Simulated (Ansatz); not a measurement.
Basis-set extrapolation for C2H6O2, SMILES `OCCO` (PBE0-D4/def2-TZVP geometry, frozen core, the Gaussian-basis code of Ansatz). Multiplicity 1, RHF reference.

```csv
,def2-TZVPP,def2-QZVPP
HF,-229.034813,-229.045959
MP2 correlation,-0.829882,-0.891885
CCSD(T) correlation,-0.888131,not run
```

Energies in hartree. Use E(X) = E(∞) + A·exp(−7.88·√X) for Hartree–Fock and E(X) = E(∞) + B·X^(−2.97) for correlation, with X = 3 and 4, and add CCSD(T) minus MP2 of the smaller set to the MP2 limit.

Q: What is the CCSD(T) energy at the basis-set limit?

A: HF limit: -229.045959 + (-0.011146) × 0.13774 = -229.04749. MP2 limit: -0.891885 + (-0.062003) × 0.74074 = -0.93781. Higher-order term: -0.888131 − (-0.829882) = -0.05825. Total: -230.04355 hartree, 3.28 eV below CCSD(T)/def2-TZVPP.
